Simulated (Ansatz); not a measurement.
# Germanium, fcc under LDA: structure, energy and stiffness

Aim: take germanium in the fcc structure, relax it, solve it on a dense k-mesh, switch on spin-orbit coupling, then scale the cell to 7 volumes from 88 to 112 % of the relaxed one and try a fit of the equation of state. The k-meshes are 13×13×13 for the relaxation; 21×21×21 for the dense run; 13×13×13 for spin-orbit coupling; 15×15×15 for the volumes.

This is Ge in the fcc structure; at room conditions it is diamond.

Program: Ansatz 0.2.0. Level of theory: DFT LDA (PW92), plane waves (420 eV) with PAW, scalar-relativistic; PBE-made PAW files. These are calculated values, not measurements.

## (1) The structure to begin with

Symmetry: Fm-3m, No. 225, cubic system. Conventional cell: a = 4.253 Å, b = 4.253 Å, c = 4.253 Å, α = 90.00°, β = 90.00°, γ = 90.00°. Ge (site symmetry m-3m) is surrounded by 12 Ge at 3.01 Å.

Structure file:

```xyz
1
Lattice="0.0000 2.1267 2.1267 2.1267 0.0000 2.1267 2.1267 2.1267 0.0000" Properties=species:S:1:pos:R:3 pbc="T T T"
Ge    0.0000    0.0000    0.0000
```

## (2) Relaxation of the cell

File input.yaml:

```yaml
crystal:
  lattice:
    - [0.0, 2.1267354152, 2.1267354152]
    - [2.1267354152, 0.0, 2.1267354152]
    - [2.1267354152, 2.1267354152, 0.0]
  atoms:
    - { symbol: Ge, position: [0.0, 0.0, 0.0] }
hamiltonian:
  xc: lda
  pseudopotentials:
    kind: paw
    azcp:
      Ge: "pseudopotentials/Ge.paw.azcp"
basis:
  ecutwfc: 420
  fft_grid_basis: typed
kpoints:
  mp_grid: { grid: [13, 13, 13], shift: [0, 0, 0] }
magnetization:
  spin_polarized: false
scf:
  occupations: { method: fermi_dirac, width: 0.1 }
relax:
  max_steps: 60
  f_tol: 0.01
  cell: {}
```

Further steps of the session: Dense single point; Spin-orbit coupling switched on; At 88 % of the relaxed volume; At 92 % of the relaxed volume; At 96 % of the relaxed volume; At 100 % of the relaxed volume; At 104 % of the relaxed volume; At 108 % of the relaxed volume; At 112 % of the relaxed volume.

What does the calculation give? Wanted: space group; conventional cell; volume; shortest distance; gap on the mesh; relative to diamond; V₀, B₀, B₀′.

As calculated:

```
                      quantity                         value
space group (spins left aside)               Fm-3m (No. 225)
             conventional cell                   a = 4.169 Å
                        volume                18.112 Å³/atom
             shortest distance                       2.948 Å
               gap on the mesh  none (levels filled in part)
           relative to diamond                 +312 meV/atom
                   V₀, B₀, B₀′   18.234 Å³/atom, 75 GPa, 3.9
```

**Reading.** The relaxation shrank the cell by 5.9 % in volume. It lies 312 meV/atom above the element's reference form at the same level (diamond, from a run of its own), so it is far from stable. No gap shows: it is a metal or semimetal at this level. The total energy of the spin-orbit run (on a coarser mesh) lies -90 meV/atom from the scalar one; mesh and treatment of the core enter this figure, so it is no spin-orbit energy. The fitted modulus is 75 GPa. Relaxation kept the symmetry; phonons were not checked.
